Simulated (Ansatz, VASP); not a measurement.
## Mg9O8 (a cell with a defect) in VASP and in Ansatz

```
Mg O
1.0
     0.00000    4.26650    4.26650
     4.26650    0.00000    4.26650
     4.26650    4.26650    0.00000
Mg O
9 8
Direct
  0.91327 0.03008 0.02762
  0.00308 0.00029 0.49796
  0.00404 0.50046 0.99824
  0.00403 0.50073 0.49669
  0.51766 0.01746 0.01882
  0.51761 0.01746 0.44662
  0.52121 0.43943 0.01959
  0.51027 0.49631 0.49670
  0.34669 0.87740 0.88850
  0.23681 0.25392 0.25466
  0.26371 0.25754 0.73865
  0.26285 0.74096 0.26644
  0.26258 0.74215 0.72977
  0.75564 0.25555 0.25706
  0.75582 0.25596 0.73080
  0.75369 0.73429 0.25614
  0.73835 0.75594 0.75250
```

Alike in both runs: functional PBEsol; k mesh 2 × 2 × 2; occupations gaussian, width 0.05 eV; no spin polarisation.

Ansatz relaxed the structure, and its values are those at the end. VASP's run is a single point on that final structure, the one shown.

|  | VASP | Ansatz |
| --- | --- | --- |
| version | VASP 6.6.1 | Ansatz 0.2.0 |
| potentials or method | VASP PAW PBE potentials, release 64 (Mg, O) | scalar-relativistic, plane waves, PAW |
| plane-wave cutoff (eV) | 520 | 420 |
| valence electrons in the cell | 66 | 138 |

|  | VASP | Ansatz | Ansatz less VASP |
| --- | --- | --- | --- |
| rms of the force components (eV/Å) | 0.011 | 0.003 | -0.0077 |

The two sets of potentials don't hold the same shells in valence. Ansatz warned: «pseudo_functional_mismatch».

Caveats: the k mesh is coarse (spacing up to 0.64 Å⁻¹), so the values aren't converged; the PAW data sets were made with another functional, which shifts forces and pressure a little (VASP).
